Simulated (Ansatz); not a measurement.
PbS: distorted cells

Computed with DFT PBEsol, scalar-relativistic, plane waves, PAW in Ansatz.

Settings: cutoff 420 eV, Γ-centred mesh 10×10×10 on the computed 2-atom cell, Gaussian smearing of 0.05 eV; no spin polarisation.

Reference cell:

```
CELL_PARAMETERS angstrom
0.00000 2.96500 2.96500
2.96500 0.00000 2.96500
2.96500 2.96500 0.00000
ATOMIC_POSITIONS crystal
Pb 0.00000 0.00000 0.00000
S 0.50000 0.50000 0.50000
```

Each variant moves atoms of this cell by the vectors given, if any (Å), and then applies a symmetric strain (tensor components, Cartesian axes). The reference cell isn't relaxed at this level. Energies are per atom at zero smearing, counted from the lowest variant. Pressure is positive in compression.

1. strain (xx yy zz yz xz xy, %) -0.80 -0.80 -0.80 0.00 0.00 0.00
2. strain (xx yy zz yz xz xy, %) -0.84 -0.84 -0.84 0.00 0.00 0.00
3. strain (xx yy zz yz xz xy, %) 1.14 1.14 1.14 0.00 0.00 0.00
4. strain (xx yy zz yz xz xy, %) 0.09 0.09 0.09 0.00 0.00 0.00
5. strain (xx yy zz yz xz xy, %) -1.58 0.83 2.01 0.32 0.20 -0.05; moves: Pb1 (-0.038, 0.065, 0.066); S2 (0.038, -0.065, -0.066)
6. strain (xx yy zz yz xz xy, %) 0.98 0.98 0.98 0.00 0.00 0.00
7. strain (xx yy zz yz xz xy, %) 2.74 3.06 -6.10 0.00 0.00 0.25; moves: Pb1 (-0.001, 0.060, 0.000); S2 (0.001, -0.060, 0.000)
8. strain (xx yy zz yz xz xy, %) -0.53 -0.53 -0.53 0.00 0.00 0.00

```tsv
variant	ΔE (meV/atom)	P (GPa)	largest force (eV/Å)	gap on mesh (eV)	space group
1	0.5	0.65	0.00	0.15	Fm-3m
2	0.7	0.72	0.00	0.15	Fm-3m
3	10.5	-2.58	0.00	0.37	Fm-3m
4	1.2	-0.94	0.00	0.26	Fm-3m
5	12.6	-0.75	0.11	0.35	P1
6	8.6	-2.36	0.00	0.35	Fm-3m
7	63.0	1.08	0.05	0.37	Cm
8	0.0	0.13	0.00	0.18	Fm-3m
```

Spin-orbit coupling is left out, which matters for the bands of heavy elements.